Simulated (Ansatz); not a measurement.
# InP: an elastic constant from a strain scan

Computed with Ansatz, DFT PBE, scalar-relativistic, plane waves, PAW. The runs took a 420 eV cutoff, a Γ-centred 18×18×18 mesh and Gaussian smearing (0.15 eV). No spin polarisation. Energies are free energies at this smearing, counted from the undisturbed cell; pressure is positive in compression.

The starting cell (relaxed at this level; this rock-salt form isn't the usual structure):

```
CELL_PARAMETERS angstrom
0.00000 2.77016 2.77016
2.77016 0.00000 2.77016
2.77016 2.77016 0.00000
ATOMIC_POSITIONS crystal
In 0.00000 0.00000 0.00000
P 0.50000 0.50000 0.50000
```

The cell is strained by ε times the Voigt pattern (0, 0, 1, 0, 0, 0) (xx, yy, zz, yz, xz, xy; engineering shear) with fractional coordinates fixed. The cell holds 2 atoms in V0 = 42.52 Å³. The stress column is τ = (1/V0) dE/dε, got from the stress tensor σ (compression positive) at each point as −det(1 + εP) σ : P(1 + εP)⁻¹, with P the pattern as a tensor.

| ε | ΔE (meV/atom) | τ (GPa) |
| --- | --- | --- |
| -0.0400 | 18.332 | -7.450 |
| -0.0200 | 4.234 | -3.317 |
| 0.0000 | 0.000 | -0.006 |
| 0.0100 | 0.920 | 1.365 |
| 0.0300 | 7.653 | 3.604 |
| 0.0400 | ? | ? |

Q: Which combination of elastic constants does this scan measure, and how large is it?

A: For small ε, τ = τ0 + Kε with K = pᵀCp, which for this pattern is C11 in the cubic axes. The parabola through τ at ε = -0.0200, 0 and 0.0100 has slope K = 147 GPa at zero. The energies per cell, E = NΔE, of the same two points give K = 2[E(ε₊)/ε₊ − E(ε₋)/ε₋]/[(ε₊ − ε₋)V0] = 153 GPa, in agreement.

Q: Predict the withheld row at ε = 0.0400 from the harmonic law, and compare.

A: ΔE = V0(τ0 ε + Kε²/2)/N = 15.525 meV/atom and τ = 5.86 GPa. The calculation gives 13.044 meV/atom and 4.50 GPa: the energy lies 16 % below the harmonic value, as bonds soften when stretched.

In a metal these slopes depend on the k mesh and the smearing.